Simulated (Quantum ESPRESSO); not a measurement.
Crystal: RbBr.

```
Rb Br
1.0
     0.00000    3.42700    3.42700
     3.42700    0.00000    3.42700
     3.42700    3.42700    0.00000
Rb Br
1 1
Direct
  0.00000 0.00000 0.00000
  0.50000 0.50000 0.50000
```

Base run:

```yaml
Program: Quantum ESPRESSO 7.5
Functional: PBE
Potentials_or_basis: PseudoDojo 0.4.1 SR PBE standard
Cutoff: 626 eV
Density_cutoff: 2503 eV
k_mesh: 7 × 7 × 7
Occupations: fermi-dirac, width 0.05 eV
Spin: no spin polarisation
```

Its results: band gap on the k mesh 4.36 eV, direct; pressure 1.0 GPa.

Question: The run is repeated on the same cell with these changes: potentials or basis from PseudoDojo 0.4.1 SR PBE standard to PseudoDojo 0.4 FR PBE standard; spin from no spin polarisation to spin-orbit coupling, no magnetisation. What comes out?

Answer: Band gap on the k mesh 4.20 eV, direct; pressure 1.0 GPa.

Spin-orbit coupling splits the band edges, which narrows the gap.

Caveats: some levels on the path didn't converge.
